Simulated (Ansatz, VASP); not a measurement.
**One calculation of MgS, two programs**

Contents of POSCAR:

```
MgS
1.0
    0.0000000000      2.7201471552      2.5388474143
    2.7201471552      0.0000000000      2.5388474143
    2.7201471552      2.7201471552      0.0000000000
Mg S
1 1
Direct
    0.0000000000      0.0000000000      0.0000000000
    0.5000000000      0.5000000000      0.5000000000
```

The input INCAR.step1:

```
ALGO     = Normal         # electronic algorithm
EDIFF    = 1E-4           # SCF threshold, eV
ENCUT    = 520            # plane-wave cutoff, eV
GGA      = PE             # functional
ISMEAR   = 0              # smearing method
LASPH    = T              # aspherical terms in the spheres
LCHARG   = F              # write CHGCAR
LREAL    = F              # projectors in reciprocal space
LWAVE    = T              # write WAVECAR
NBANDS   = 11             # bands
NELM     = 100            # most SCF steps
PREC     = Accurate       # precision mode
SIGMA    = 0.01           # smearing width, eV
```

Contents of INCAR.step2:

```
ALGO     = Normal         # electronic algorithm
EDIFF    = 1E-6           # SCF threshold, eV
ENCUT    = 520            # plane-wave cutoff, eV
ISIF     = 2              # what is computed and relaxed
ISMEAR   = 0              # smearing method
ISTART   = 1            
LASPH    = T              # aspherical terms in the spheres
LCHARG   = F              # write CHGCAR
LMIXTAU  = T            
LREAL    = F              # projectors in reciprocal space
LWAVE    = F              # write WAVECAR
METAGGA  = R2SCAN         # meta-GGA
NBANDS   = 11             # bands
NELM     = 100            # most SCF steps
PREC     = Accurate       # precision mode
SIGMA    = 0.01           # smearing width, eV
```

The input KPOINTS:

```
k-points
0
Gamma
  8 8 8
```

Input for Ansatz:

```yaml
crystal:
  lattice:
    - [0.0, 2.7201471552, 2.5388474143]
    - [2.7201471552, 0.0, 2.5388474143]
    - [2.7201471552, 2.7201471552, 0.0]
  atoms:
    - { symbol: Mg, position: [0.0, 0.0, 0.0] }
    - { symbol: S, position: [0.5, 0.5, 0.5] }
kpoints:
  mp_grid: { grid: [8, 8, 8] }
  band_path:
    path:
      - [0.0, 0.0, 0.0]
      - [0.5, 0.0, 0.5]
      - [0.625, 0.25, 0.625]
      - [0.375, 0.375, 0.75]
      - [0.5, 0.5, 0.5]
      - [0.5, 0.25, 0.75]
      - [0.5, 0.5, 0.0]
    npoints: 1
hamiltonian:
  xc: r2scan
scf:
  occupations: { method: fixed }
  n_extra_bands: 4
output:
  forces: true
  stress: true
  eigenvalues: true
```

Change from the starting cell: epitaxial_xy strain +4.6%.

Alike in both runs: task single point; functional r2SCAN; k mesh 8 × 8 × 8; no spin polarisation.

|  | VASP | Ansatz |
| --- | --- | --- |
| version | VASP 6.6.1 | Ansatz 0.2.0 |
| potentials or method | VASP PAW PBE potentials, release 64 (Mg, S) | plane waves, PAW |
| plane-wave cutoff (eV) | 520 | 500 |
| occupations | gaussian, width 0.01 eV | fixed |
| valence electrons in the cell | 8 | 16 |

|  | VASP | Ansatz | Ansatz less VASP |
| --- | --- | --- | --- |
| gap on the k mesh at the Fermi level (eV) | 3.03 | 3.06 | +0.032 |
| pressure (GPa) | -4.3 | -3.8 | +0.41 |
| largest component of the traceless stress (GPa) | 3.72 | 3.82 | +0.092 |

The two sets of potentials don't hold the same shells in valence.

Caveats: the PAW data sets were made with another functional, which shifts forces and pressure a little (VASP). A k mesh can miss the band edges.
